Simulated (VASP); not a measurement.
# GaAs (F-43m) in VASP: further runs

The runs below take GaAs through band structure, with PBE, LDA, r2SCAN.

All numbers are computed with VASP 6.6.1; they aren't measurements. Logs are shortened: lines on timing, memory, paths and dates and some standing lists are left out, and cuts for length are marked.

**What was measured.**

“Evidence of valence band perturbations in GaAsN/GaAs(001): A combined variable-angle spectroscopic ellipsometry and modulated photoreflectance investigation”, 2008, arxiv:0805.2212 reports, for a bulk crystal of GaAs at 300 K: band gap 1.412 ± 0.01 eV (direct); band gap 1.418 ± 0.005 eV (direct).

The results are compared with them further down.

## (1) Starting point

The structure is cubic, space group F-43m (No. 216). The conventional cell has a = 5.663 Å, b = 5.663 Å, c = 5.663 Å, α = 90.00°, β = 90.00°, γ = 90.00°. Ga (site symmetry -43m) has 4 As at 2.45 Å as nearest neighbours. As (site symmetry -43m) is surrounded by 4 Ga at 2.45 Å.

## (2) Band structure, PBE

Input file INCAR:

```
PREC = Accurate ; ENCUT = 520
EDIFF = 1E-6 ; ISMEAR = 0
SIGMA = 0.03 ; LREAL = False
LASPH = True ; NELM = 80
ALGO = Normal ; ISIF = 2
LWAVE = False ; LCHARG = False
GGA = PE ; NBANDS = 16
```

Input file KPOINTS:

```
regular mesh
0
Gamma
  10 10 10
```

Input file POSCAR:

```
GaAs                                    
1.0
    0.0000000000      2.8313993253      2.8313993253
    2.8313993253      0.0000000000      2.8313993253
    2.8313993253      2.8313993253      0.0000000000
  Ga              As            
     1     1
Direct
     0.0000000000000000    0.0000000000000000    0.0000000000000000
     0.2500000000000000    0.2500000000000000    0.2500000000000000
```

Input file KPOINTS_OPT:

```
explicit points
252
Reciprocal
 0.0000000000  0.0000000000  0.0000000000 1
 0.0357142857  0.0000000000  0.0357142857 1
 0.0714285714  0.0000000000  0.0714285714 1
 0.1071428571  0.0000000000  0.1071428571 1
 0.1428571429  0.0000000000  0.1428571429 1
 0.1785714286  0.0000000000  0.1785714286 1
[... 244 lines left out ...]
 0.5111346300  0.0222692700  0.5111346300 1
 0.4888653700 -0.0222692700  0.4888653700 1
```

Potentials or basis: VASP PAW PBE potentials, release 64 (Ga_d, As).

Run with:

```bash
cat potpaw_PBE.64/Ga_d/POTCAR potpaw_PBE.64/As/POTCAR > POTCAR
mpirun -np 1 vasp_std > vasp.out
```

OUTCAR:

```text
PREC = Accurate
   ENCUT = 520
   EDIFF = 1E-6
   ISMEAR = 0
   LREAL = False
   LASPH = True
   NELM = 80
   ISIF = 2
   GGA = PE

 ion  position               nearest neighbor table
   1  0.000  0.000  0.000-   2 2.45   2 2.45   2 2.45   2 2.45
   2  0.250  0.250  0.250-   1 2.45   1 2.45   1 2.45   1 2.45

  LATTYP: Found a face centered cubic cell.
 ALAT       =     5.6627986506

  Lattice vectors:

 A1 = (   0.0000000000,   2.8313993253,   2.8313993253)
 A2 = (   2.8313993253,   0.0000000000,   2.8313993253)
 A3 = (   2.8313993253,   2.8313993253,   0.0000000000)

Analysis of symmetry for initial positions (statically):
=====================================================================
 Subroutine PRICEL returns:
 Original cell was already a primitive cell.

 Routine SETGRP: Setting up the symmetry group for a
 face centered cubic supercell.

 Subroutine GETGRP returns: Found 24 space group operations
 (whereof 24 operations were pure point group operations)
 out of a pool of 48 trial point group operations.

The static configuration has the point symmetry T_d .

Analysis of symmetry for dynamics (positions and initial velocities):
=====================================================================
 Subroutine PRICEL returns:
 Original cell was already a primitive cell.

 Routine SETGRP: Setting up the symmetry group for a
 face centered cubic supercell.

 Subroutine GETGRP returns: Found 24 space group operations
 (whereof 24 operations were pure point group operations)
 out of a pool of 48 trial point group operations.

The dynamic configuration has the point symmetry T_d .

 Subroutine INISYM returns: Found 24 space group operations
 (whereof 24 operations are pure point group operations),
 and found     1 'primitive' translations

----------------------------------------------------------------------------------------

                                     Primitive cell

  volume of cell :      45.3976

  direct lattice vectors                    reciprocal lattice vectors
     0.000000000  2.831399325  2.831399325    -0.176591128  0.176591128  0.176591128
     2.831399325  0.000000000  2.831399325     0.176591128 -0.176591128  0.176591128
     2.831399325  2.831399325  0.000000000     0.176591128  0.176591128 -0.176591128

  length of vectors
     4.004203326  4.004203326  4.004203326     0.305864805  0.305864805  0.305864805

  position of ions in fractional coordinates (direct lattice)
     0.000000000  0.000000000  0.000000000
     0.250000000  0.250000000  0.250000000

  ion indices of the primitive-cell ions
   primitive index   ion index
                 1           1
                 2           2

----------------------------------------------------------------------------------------

 KPOINTS: regular mesh

Automatic generation of k-mesh.
 Grid dimensions read from file:
 generate k-points for:   10   10   10

 Generating k-lattice:

  Cartesian coordinates                     Fractional coordinates (reciprocal lattice)
    -0.017659113  0.017659113  0.017659113     0.100000000  0.000000000  0.000000000
     0.017659113 -0.017659113  0.017659113     0.000000000  0.100000000  0.000000000
     0.017659113  0.017659113 -0.017659113     0.000000000  0.000000000  0.100000000

  Length of vectors
     0.030586481  0.030586481  0.030586481

  Shift w.r.t. Gamma in fractional coordinates (k-lattice)
     0.000000000  0.000000000  0.000000000

 Subroutine IBZKPT returns following result:
 ===========================================

 Found     47 irreducible k-points:

 Following reciprocal coordinates:
            Coordinates               Weight
  0.000000  0.000000  0.000000      1.000000
  0.100000  0.000000  0.000000      8.000000
  0.200000  0.000000  0.000000      8.000000
  0.300000  0.000000  0.000000      8.000000
  0.400000  0.000000  0.000000      8.000000
  0.500000  0.000000  0.000000      4.000000
[... 16 lines left out ...]
  0.300000  0.300000  0.000000      6.000000
  0.400000  0.300000  0.000000     24.000000
 [... further k-points ...]
[... 41 lines left out ...]
  free energy    TOTEN  =        -8.25536367 eV

  energy without entropy =       -8.25536367  energy(sigma->0) =       -8.25536367

 E-fermi :   4.0111     XC(G=0):  -9.5666

 val. band max:        3.8858400012   @ k =   0.0000   0.0000   0.0000
 cond. band min:       4.3700679390   @ k =   0.0000   0.0000   0.0000
 fundamental gap:      0.4842279378
 Fermi energy:         4.0110829091

 k-point     1 :       0.0000    0.0000    0.0000
  band No.  band energies     occupation
      1     -10.9118      2.00000
      2     -10.9118      2.00000
      3     -10.9118      2.00000
      4     -10.8338      2.00000
      5     -10.8338      2.00000
      6      -8.8051      2.00000
[... 8 lines left out ...]
     15      13.9970      0.00000
     16      13.9970      0.00000

 k-point     2 :       0.1000    0.0000    0.0000
  band No.  band energies     occupation
      1     -10.9205      2.00000
      2     -10.9096      2.00000
      3     -10.9096      2.00000
      4     -10.8340      2.00000
      5     -10.8340      2.00000
      6      -8.6884      2.00000
[... 8 lines left out ...]
     15      13.3308      0.00000
     16      13.3308      0.00000

 k-point     3 :       0.2000    0.0000    0.0000
  band No.  band energies     occupation
      1     -10.9417      2.00000
      2     -10.9039      2.00000
      3     -10.9039      2.00000
      4     -10.8339      2.00000
      5     -10.8339      2.00000
      6      -8.3532      2.00000
[... 8 lines left out ...]
     15      12.8404      0.00000
     16      12.9415      0.00000

 k-point     4 :       0.3000    0.0000    0.0000
  band No.  band energies     occupation
      1     -10.9655      2.00000
      2     -10.8979      2.00000
      3     -10.8979      2.00000
      4     -10.8328      2.00000
      5     -10.8328      2.00000
      6      -7.8515      2.00000
[... 8 lines left out ...]
     15      13.2126      0.00000
     16      13.2126      0.00000
[... 324 lines left out ...]
 k-point    22 :      -0.2000    0.2000    0.0000
  band No.  band energies     occupation
      1     -10.9722      2.00000
      2     -10.8946      2.00000
      3     -10.8928      2.00000
      4     -10.8367      2.00000
      5     -10.8319      2.00000
      6      -7.6786      2.00000
[... 8 lines left out ...]
     15      14.4821      0.00000
     16      15.2026      0.00000

 k-point    23 :       0.3000    0.3000    0.0000
  band No.  band energies     occupation
      1     -10.9898      2.00000
      2     -10.8808      2.00000
      3     -10.8808      2.00000
      4     -10.8492      2.00000
      5     -10.8256      2.00000
      6      -7.5183      2.00000
[... 8 lines left out ...]
     15      15.4278      0.00000
     16      16.3229      0.00000

 k-point    24 :       0.4000    0.3000    0.0000
  band No.  band energies     occupation
      1     -11.0018      2.00000
      2     -10.8764      2.00000
      3     -10.8749      2.00000
      4     -10.8511      2.00000
      5     -10.8244      2.00000
      6      -7.0825      2.00000
[... 8 lines left out ...]
     15      16.1278      0.00000
     16      16.6973      0.00000

 [... further k-points ...]
[... 5 lines left out ...]
  --------------------------------------------------------------------------------------
  -------------------------------------------------------------------------------------
  Total        0.8777932      0.8777932      0.8777932      0.0000000      0.0000000     -0.0000000
  in kB       30.9791455     30.9791455     30.9791455      0.0000000      0.0000000     -0.0000000
  external PRESSURE =      30.9791455 kB  Pullay stress =       0.0000000 kB

 VOLUME and BASIS-vectors are now :
 -----------------------------------------------------------------------------
  energy-cutoff  :      520.00
  volume of cell :       45.40
      direct lattice vectors                 reciprocal lattice vectors
     0.000000000  2.831399325  2.831399325    -0.176591128  0.176591128  0.176591128
     2.831399325  0.000000000  2.831399325     0.176591128 -0.176591128  0.176591128
     2.831399325  2.831399325  0.000000000     0.176591128  0.176591128 -0.176591128

 POSITION                                       TOTAL-FORCE (eV/Angst)
 -----------------------------------------------------------------------------------
      0.00000      0.00000      0.00000        -0.000000      0.000000     -0.000000
      1.41570      1.41570      1.41570         0.000000     -0.000000      0.000000
 -----------------------------------------------------------------------------------
    total drift:                                0.000002      0.000002      0.000002

  FREE ENERGIE OF THE ION-ELECTRON SYSTEM (eV)
  ---------------------------------------------------
  free  energy   TOTEN  =        -8.2553636680 eV

  energy  without entropy=       -8.2553636680  energy(sigma->0) =       -8.25536367
```

Wall time 70 s (1 thread of Intel Xeon Platinum 8488C (Sapphire Rapids), shared host); peak memory 0.2 GiB.

What came out:

```
Free energy             : -8.2554 eV
Pressure                : 3.1 GPa
Band gap on the k mesh  : 0.48 eV, direct
Band gap along the path : 0.48 eV, direct
```

Levels at the corners of the path, in eV from the valence-band top:
```
point  band 7  band 8  band 9  band 10  band 11  band 12
    Γ    0.00    0.00    0.00     0.48     3.73     3.73
    X   -6.80   -2.66   -2.66     1.47     1.66    10.13
    X   -6.80   -2.66   -2.66     1.47     1.66    10.13
    W   -6.61   -3.51   -3.32     4.60     4.72     5.39
    W   -6.61   -3.51   -3.32     4.60     4.72     5.39
    K   -6.61   -3.83   -2.24     1.96     4.62     7.92
    K   -6.61   -3.83   -2.24     1.96     4.62     7.92
    Γ    0.00    0.00    0.00     0.48     3.73     3.73
    Γ    0.00    0.00    0.00     0.48     3.73     3.73
    L   -6.61   -1.13   -1.13     0.99     4.63     4.63
    L   -6.61   -1.13   -1.13     0.99     4.63     4.63
    U   -6.61   -3.83   -2.24     1.96     4.62     7.92
    U   -6.61   -3.83   -2.24     1.96     4.62     7.92
    W   -6.61   -3.51   -3.32     4.60     4.72     5.39
    W   -6.61   -3.51   -3.32     4.60     4.72     5.39
    L   -6.61   -1.13   -1.13     0.99     4.63     4.63
    L   -6.61   -1.13   -1.13     0.99     4.63     4.63
    K   -6.61   -3.83   -2.24     1.96     4.62     7.92
    U   -6.61   -3.83   -2.24     1.96     4.62     7.92
    X   -6.80   -2.66   -2.66     1.47     1.66    10.13
```

## (3) Band structure, LDA

INCAR, as its differences from that of step 2:

```diff
@@ -6,2 +6,2 @@
 LWAVE = False ; LCHARG = False
-GGA = PE ; NBANDS = 16
+NBANDS = 16
```

KPOINTS is that of step 2.

POSCAR is that of step 2.

KPOINTS_OPT is that of step 2.

Potentials or basis: VASP PAW LDA potentials, release 64 (Ga_d, As).

Run with:

```bash
cat potpaw_LDA.64/Ga_d/POTCAR potpaw_LDA.64/As/POTCAR > POTCAR
mpirun -np 1 vasp_std > vasp.out
```

It took 70 s on 1 thread of Intel Xeon Platinum 8488C (Sapphire Rapids), shared host; peak memory 0.19 GiB.

It converged, with:

| Property | Result |
| --- | --- |
| Free energy | -9.6336 eV |
| Pressure | -1.9 GPa |
| Band gap on the k mesh | 0.30 eV, direct |
| Band gap along the path | 0.30 eV, direct |

Levels at the corners of the path, in eV from the valence-band top:
| point | band 5 | band 6 | band 7 | band 8 | band 9 | band 10 | band 11 | band 12 | band 13 | band 14 |
| --- | --- | --- | --- | --- | --- | --- | --- | --- | --- | --- |
| Γ | -14.84 | -12.73 | 0.00 | 0.00 | 0.00 | 0.30 | 3.67 | 3.67 | 3.67 | 7.33 |
| X | -14.83 | -10.25 | -6.85 | -2.67 | -2.67 | 1.35 | 1.55 | 10.00 | 10.00 | 10.75 |
| X | -14.83 | -10.25 | -6.85 | -2.67 | -2.67 | 1.35 | 1.55 | 10.00 | 10.00 | 10.75 |
| W | -14.84 | -10.19 | -6.67 | -3.54 | -3.35 | 4.52 | 4.63 | 5.28 | 5.93 | 10.90 |
| W | -14.84 | -10.19 | -6.67 | -3.54 | -3.35 | 4.52 | 4.63 | 5.28 | 5.93 | 10.90 |
| K | -14.84 | -10.28 | -6.67 | -3.87 | -2.25 | 1.85 | 4.53 | 7.79 | 7.96 | 8.51 |
| K | -14.84 | -10.28 | -6.67 | -3.87 | -2.25 | 1.85 | 4.53 | 7.79 | 7.96 | 8.51 |
| Γ | -14.84 | -12.73 | 0.00 | 0.00 | 0.00 | 0.30 | 3.67 | 3.67 | 3.67 | 7.33 |
| Γ | -14.84 | -12.73 | 0.00 | 0.00 | 0.00 | 0.30 | 3.67 | 3.67 | 3.67 | 7.33 |
| L | -14.84 | -10.98 | -6.67 | -1.14 | -1.14 | 0.85 | 4.58 | 4.58 | 7.56 | 10.17 |
| L | -14.84 | -10.98 | -6.67 | -1.14 | -1.14 | 0.85 | 4.58 | 4.58 | 7.56 | 10.17 |
| U | -14.84 | -10.28 | -6.67 | -3.87 | -2.25 | 1.85 | 4.53 | 7.79 | 7.96 | 8.51 |
| U | -14.84 | -10.28 | -6.67 | -3.87 | -2.25 | 1.85 | 4.53 | 7.79 | 7.96 | 8.51 |
| W | -14.84 | -10.19 | -6.67 | -3.54 | -3.35 | 4.52 | 4.63 | 5.28 | 5.93 | 10.90 |
| W | -14.84 | -10.19 | -6.67 | -3.54 | -3.35 | 4.52 | 4.63 | 5.28 | 5.93 | 10.90 |
| L | -14.84 | -10.98 | -6.67 | -1.14 | -1.14 | 0.85 | 4.58 | 4.58 | 7.56 | 10.17 |
| L | -14.84 | -10.98 | -6.67 | -1.14 | -1.14 | 0.85 | 4.58 | 4.58 | 7.56 | 10.17 |
| K | -14.84 | -10.28 | -6.67 | -3.87 | -2.25 | 1.85 | 4.53 | 7.79 | 7.96 | 8.51 |
| U | -14.84 | -10.28 | -6.67 | -3.87 | -2.25 | 1.85 | 4.53 | 7.79 | 7.96 | 8.51 |
| X | -14.83 | -10.25 | -6.85 | -2.67 | -2.67 | 1.35 | 1.55 | 10.00 | 10.00 | 10.75 |

## (4) Band structure, r2SCAN

INCAR, as its differences from that of step 3:

```diff
@@ -6,2 +6,3 @@
 LWAVE = False ; LCHARG = False
+METAGGA = R2SCAN ; LMIXTAU = True
 NBANDS = 16
```

KPOINTS is that of step 3.

POSCAR is that of step 3.

KPOINTS_OPT is that of step 3.

Potentials or basis: VASP PAW PBE potentials, release 64 (Ga_d, As).

Run with:

```bash
cat potpaw_PBE.64/Ga_d/POTCAR potpaw_PBE.64/As/POTCAR > POTCAR
mpirun -np 1 vasp_std > vasp.out
```

Run time: 5.5 min. Hardware: 1 thread of Intel Xeon Platinum 8488C (Sapphire Rapids), shared host; peak memory 0.19 GiB.

It converged, with:

```
Free energy             : -27.0561 eV
Pressure                : 0.3 GPa
Band gap on the k mesh  : 0.96 eV, direct
Band gap along the path : 0.96 eV, direct
```

Levels at the corners of the path, in eV from the valence-band top:
```tsv
point	band 5	band 6	band 7	band 8	band 9	band 10	band 11	band 12	band 13	band 14
Γ	-15.14	-13.17	0.00	0.00	0.00	0.96	4.04	4.04	4.04	8.23
X	-15.12	-10.57	-6.97	-2.76	-2.76	1.77	1.95	10.82	10.82	11.71
X	-15.12	-10.57	-6.97	-2.76	-2.76	1.77	1.95	10.82	10.82	11.71
W	-15.13	-10.51	-6.78	-3.62	-3.41	5.00	5.06	5.89	6.48	11.79
W	-15.13	-10.51	-6.78	-3.62	-3.41	5.00	5.06	5.89	6.48	11.79
K	-15.13	-10.61	-6.77	-3.94	-2.32	2.27	5.01	8.51	8.57	9.23
K	-15.13	-10.61	-6.77	-3.94	-2.32	2.27	5.01	8.51	8.57	9.23
Γ	-15.14	-13.17	0.00	0.00	0.00	0.96	4.04	4.04	4.04	8.23
Γ	-15.14	-13.17	0.00	0.00	0.00	0.96	4.04	4.04	4.04	8.23
L	-15.13	-11.34	-6.79	-1.18	-1.18	1.35	4.99	4.99	8.29	11.10
L	-15.13	-11.34	-6.79	-1.18	-1.18	1.35	4.99	4.99	8.29	11.10
U	-15.13	-10.61	-6.77	-3.94	-2.32	2.27	5.01	8.51	8.57	9.23
U	-15.13	-10.61	-6.77	-3.94	-2.32	2.27	5.01	8.51	8.57	9.23
W	-15.13	-10.51	-6.78	-3.62	-3.41	5.00	5.06	5.89	6.48	11.79
W	-15.13	-10.51	-6.78	-3.62	-3.41	5.00	5.06	5.89	6.48	11.79
L	-15.13	-11.34	-6.79	-1.18	-1.18	1.35	4.99	4.99	8.29	11.10
L	-15.13	-11.34	-6.79	-1.18	-1.18	1.35	4.99	4.99	8.29	11.10
K	-15.13	-10.61	-6.77	-3.94	-2.32	2.27	5.01	8.51	8.57	9.23
U	-15.13	-10.61	-6.77	-3.94	-2.32	2.27	5.01	8.51	8.57	9.23
X	-15.12	-10.57	-6.97	-2.76	-2.76	1.77	1.95	10.82	10.82	11.71
```

Caveat: the PAW data sets were made with another functional, which shifts forces and pressure a little.

## (5) Summary

| level | potentials or basis | gap on the mesh (eV) | pressure (GPa) |
| --- | --- | --- | --- |
| PBE | VASP PAW PBE potentials, release 64 (Ga_d, As) | 0.48 | 3.1 |
| LDA | VASP PAW LDA potentials, release 64 (Ga_d, As) | 0.30 | -1.9 |
| r2SCAN | VASP PAW PBE potentials, release 64 (Ga_d, As) | 0.96 | 0.3 |

Alike in all rows: task band structure; no spin polarisation; cell as given; k mesh 10 × 10 × 10; cutoff (eV) 520; smearing gaussian 0.03 eV.

Caveats: the PAW data sets were made with another functional, which shifts forces and pressure a little (some runs).

Total energies depend on the potentials used, so only differences within one code and one set of settings carry meaning.

## (6) Comparison with measurements

Step 2. Against the measured gap of GaAs, 1.412 eV (direct; 300 K; “Evidence of valence band perturbations in GaAsN/GaAs(001): A combined variable-angle spectroscopic ellipsometry and modulated photoreflectance investigation”, 2008, arxiv:0805.2212), the calculated 0.48 eV is off by -0.93 eV. 3 values of this kind are on record (1.412 to 1.51 eV); this one was drawn at random among those near their median, those with a stated uncertainty first. Spin-orbit coupling on As, Ga is left out. The value is that of PBE, without temperature or zero-point motion. Semilocal functionals fall short of measured gaps as a rule.

Step 3. A measured gap of GaAs is 1.412 eV (direct; 300 K; “Evidence of valence band perturbations in GaAsN/GaAs(001): A combined variable-angle spectroscopic ellipsometry and modulated photoreflectance investigation”, 2008, arxiv:0805.2212); the calculated 0.30 eV misses it by -1.12 eV. So large a miss can be the level of theory's own, or it may mean another phase, state or a wrong row. 3 values of this kind are on record (1.412 to 1.51 eV); this one was drawn at random among those near their median, those with a stated uncertainty first. Spin-orbit coupling on As, Ga is left out. The value is that of LDA, without temperature or zero-point motion. Semilocal functionals fall short of measured gaps as a rule.

Step 4. A measured gap of GaAs is 1.418 eV (direct; 300 K; “Evidence of valence band perturbations in GaAsN/GaAs(001): A combined variable-angle spectroscopic ellipsometry and modulated photoreflectance investigation”, 2008, arxiv:0805.2212); the calculated 0.96 eV misses it by -0.46 eV. 3 values of this kind are on record (1.412 to 1.51 eV); this one was drawn at random among those near their median, those with a stated uncertainty first. Spin-orbit coupling on As, Ga is left out. The value is that of r2SCAN, without temperature or zero-point motion.
